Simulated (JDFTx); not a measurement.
## C under changes of volume

One of the cells (31.524 Å³/atom); the others are scaled copies at fixed shape and fractional positions:

```
CELL_PARAMETERS angstrom
2.45623 0.00000 0.00000
-1.22811 2.12716 0.00000
0.00000 0.00000 24.13396
ATOMIC_POSITIONS crystal
C 0.66667 0.33333 0.57048
C 0.33333 0.66667 0.42952
C 0.00000 0.00000 0.42953
C 0.00000 0.00000 0.57047
```

The slab is cut from a database's or a generator's crystal, which needn't be the stable form of the element.

| Item | Value |
| --- | --- |
| Program | JDFTx 1.7.0 (patched build) |
| Functional | PBEsol |
| Potentials or basis | PseudoDojo-SR-PBEsol-0.4.1-standard with smoothed tails |
| Cutoff | 1116 eV |
| Density cutoff | 8925 eV |
| k mesh | 12 × 12 × 2 |
| Occupations | fermi-dirac, width 0.05 eV |
| Spin | no spin polarisation |

```tsv
volume (Å³/atom)	energy over the lowest point (meV/atom)	largest force (eV/Å)
29.632	37.99	0.030
30.263	18.00	0.026
30.893	5.56	0.024
31.524	0.00	0.021
32.154	0.73	0.019
32.785	?	?
33.415	18.91	0.015
```

Task: What does the run at 32.785 Å³/atom give?

Result: Energy over the lowest point 7.20 meV/atom; largest force 0.017 eV/Å.

Worked out: A Birch-Murnaghan fit of order 3 (a polynomial in V^(-2/3)) to the other rows has its minimum at 31.76 Å³/atom with B0 = V·E''(V) = 78 GPa and B' = 3.6 at fixed shape and positions, which overstates the stiffness. It gives 7.20 meV/atom at 32.785 Å³/atom, against the run's 7.20.

Energies are extrapolated to zero smearing.
